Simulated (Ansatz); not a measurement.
## CuCl2 under changes of volume

One of the cells (46.505 Å³/atom); the others are scaled copies at fixed shape and fractional positions:

```
Cu Cl
1.0
    -2.25486    2.25486    6.85990
     2.25486   -2.25486    6.85990
     2.25486    2.25486   -6.85990
Cu Cl
1 2
Direct
  0.00000 0.00000 0.00000
  0.00000 0.50000 0.50000
  0.50000 0.00000 0.50000
```

Measurements of this composition are mostly on another form, of space group No. 12.

```yaml
Program: Ansatz 0.2.0
Functional: LDA
Potentials_or_basis: Ansatz PAW
Cutoff: "420 eV (not typed: the program's choice for these potentials)"
k_mesh: 8 × 8 × 8
Occupations: fermi-dirac, width 0.05 eV
Spin: no spin polarisation
```

```tsv
volume (Å³/atom)	energy over the lowest point (meV/atom)	pressure (GPa)
43.714	0.00	-0.5
44.644	4.53	-1.0
45.574	11.91	-1.5
46.505	?	?
47.435	33.86	-2.2
48.365	47.88	-2.6
49.295	63.59	-2.8
```

Question: What does the run at 46.505 Å³/atom give?

Answer: Energy over the lowest point 21.78 meV/atom; pressure -1.9 GPa.

Worked out: A Birch-Murnaghan fit of order 3 (a polynomial in V^(-2/3)) to the other rows has its minimum at 42.90 Å³/atom, just outside them, with B0 = V·E''(V) = 29 GPa and B' = 4.8 at fixed shape and positions, which overstates the stiffness. It gives 21.79 meV/atom at 46.505 Å³/atom, against the run's 21.78, and -dE/dV = -1.9 GPa, against -1.9.

Energies are extrapolated to zero smearing.

Caveats: an odd number of electrons without spin polarisation forces a metal; a magnetic or distorted state may lie lower; the run has no spin polarisation, though such a crystal can be magnetic; the PAW data sets come from PBE, with cores solved anew for the run's functional, which leaves a small shift of forces and pressure.
